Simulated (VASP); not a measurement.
Here is a VASP 6.6.1 calculation.

File INCAR:

```
SYSTEM = BeS
PREC     = Accurate       ! precision mode
ENCUT    = 600            ! plane-wave cutoff, eV
EDIFF    = 1E-7           ! SCF threshold, eV
ISMEAR   = 0              ! smearing method
SIGMA    = 0.02           ! smearing width, eV
LREAL    = .FALSE.        ! projectors in reciprocal space
LASPH    = .TRUE.         ! aspherical terms in the spheres
NELM     = 80             ! most SCF steps
ALGO     = Fast           ! electronic algorithm
ISIF     = 3              ! what is computed and relaxed
LWAVE    = .FALSE.        ! write WAVECAR
LCHARG   = .FALSE.        ! write CHGCAR
GGA      = PS             ! functional
IBRION   = 2              ! ionic algorithm
NSW      = 90             ! ionic steps
EDIFFG   = -0.005         ! ionic threshold
```

The input KPOINTS:

```
Automatic mesh
0
G
  8 8 8
  0 0 0
```

POSCAR

```
BeS
1.0
    0.0000000000      2.4351516500      2.4351516500
    2.4351516500      0.0000000000      2.4351516500
    2.4351516500      2.4351516500      0.0000000000
Be S
1 1
Direct
    0.0000000000      0.0000000000      0.0000000000
    0.2500000000      0.2500000000      0.2500000000
```

Potentials or basis: VASP PAW PBE potentials, release 64 (Be, S).

Command:

```bash
$ cat potpaw_PBE.64/Be/POTCAR potpaw_PBE.64/S/POTCAR > POTCAR
$ mpirun -np 1 vasp_std > vasp.out
```

(1) Predict the band gap on the k mesh.

(2) Estimate the relaxed volume.

(3) Predict the relaxed cell.

(4) Predict the space group after relaxing (to 0.05 Å).

## Answers

(1) 2.92 eV, indirect (least direct gap 5.61 eV).

(2) 14.18 Å³/atom.

(3) a = 3.423 Å, b = 3.423 Å, c = 3.423 Å, α = 60.00°, β = 60.00°, γ = 60.00°.

(4) F-43m (No. 216).

Caveat: the PAW data sets were made with another functional, which shifts forces and pressure a little.
